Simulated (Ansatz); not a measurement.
GaSb: all-electron results

```
Ga Sb
1.0
     0.00000    3.05900    3.05900
     3.05900    0.00000    3.05900
     3.05900    3.05900    0.00000
Ga Sb
1 1
Direct
  0.00000 0.00000 0.00000
  0.75000 0.75000 0.75000
```

Atom numbers follow the list: Ga1, Sb2.

The conventional cell has a = 6.118 Å, b = 6.118 Å, c = 6.118 Å, α = 90.00°, β = 90.00°, γ = 90.00°. Around Ga (atom 1) lie 4 Sb at 2.65 Å. Sb (atom 2) is surrounded by 4 Ga at 2.65 Å.

The cell is COD entry 9008847, as deposited and not checked against the literature; nothing was relaxed. It differs from other determinations.

No spin–orbit coupling, which matters for the heavy atoms here.

Methods: DFT, PBE, all-electron LAPW, scalar-relativistic (Ansatz 0.2.0); DFT, PBE, PAW with Ansatz's default frozen-core files, scalar-relativistic (Ansatz 0.2.0).

For LAPW: a Γ-centred 12×12×12 k mesh, Fermi–Dirac smearing of 0.08 eV, basis error target 1 meV/atom, no spin polarisation. PAW takes a cutoff of 420 eV at this cell. The Ansatz runs share mesh, smearing and spin set-up. Values come from LAPW unless marked.

```yaml
Band_gap: 0.04 eV, direct at Γ (so small a gap may close at points that the mesh and path miss)
Volume_per_atom: 193.2 bohr³
```

Q: Predict this quantity. Pressure at this cell.

A: 2.34 GPa.

Q: Give the computed value. Löwdin charges (with 0.04 e of the cell spilling out of the atomic basis, so their sizes and signs hang on that basis).

A: Ga1 -0.24, Sb2 0.28 e.

Q: Give the computed value. Bader charges (from the PAW run).

A: Ga1 +0.32, Sb2 -0.32 e.
